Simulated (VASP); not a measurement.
Wanted: the native input for a VASP 6.6.1 run.

* Task: relaxation of shape and atoms at fixed volume
* Functional: PBE
* Potentials or basis: VASP PAW PBE potentials, release 64 (Lu)
* Cutoff: 300 eV
* k mesh: 6 × 6 × 4
* Occupations: methfessel-paxton, width 0.1 eV
* Spin: no spin polarisation
* Further INCAR settings: ALGO = Fast; EDIFF = 1e-07; IBRION = 2; EDIFFG = -0.01; NSW = 40; ISIF = 4

The structure of Lu lies in POSCAR:

```
Lu                                      
1.0
    3.4648503596      0.0000000000     -0.0000000000
   -1.7324251798      3.0006484317      0.0000000000
   -0.0000000000      0.0000000000      5.3432884970
  Lu            
     2
Direct
     0.3333333332999970    0.6666666667000030    0.2500000000000000
     0.6666666667000030    0.3333333332999970    0.7500000000000000
```

The cell isn't the ideal one: a relaxed cell with its volume scaled by 0.96.

One way to write it, as run:

INCAR

```
ALGO = Fast ; EDIFF = 1E-7
EDIFFG = -0.01 ; ENCUT = 300
GGA = PE ; IBRION = 2
ISIF = 4 ; ISMEAR = 1
LASPH = T ; LCHARG = F
LREAL = F ; LWAVE = F
NELM = 80 ; NSW = 40
PREC = Accurate ; SIGMA = 0.1
```

KPOINTS

```
k-points
0
Gamma
  6 6 4
```

Potentials or basis: VASP PAW PBE potentials, release 64 (Lu).

Run with:

```sh
$ cat potpaw_PBE.64/Lu/POTCAR > POTCAR
$ mpirun -np 1 vasp_std > vasp.out
```

Results of the run:

```json
{
  "Energy gained by relaxing": "0.0 meV/atom",
  "Ionic steps": "2",
  "Pressure after relaxing": "2.2 GPa",
  "Band gap on the k mesh": "none (metal or under the smearing width)"
}
```

Caveat: the cutoff is under 1.25 times the usual one of these potentials, so pressure, stress and relaxed cells hold a basis-set (Pulay) error.

Run time: 50 s on 1 thread of Intel(R) Xeon(R) 6975P-C (Granite Rapids) (shared host), peak memory 0.14 GiB.
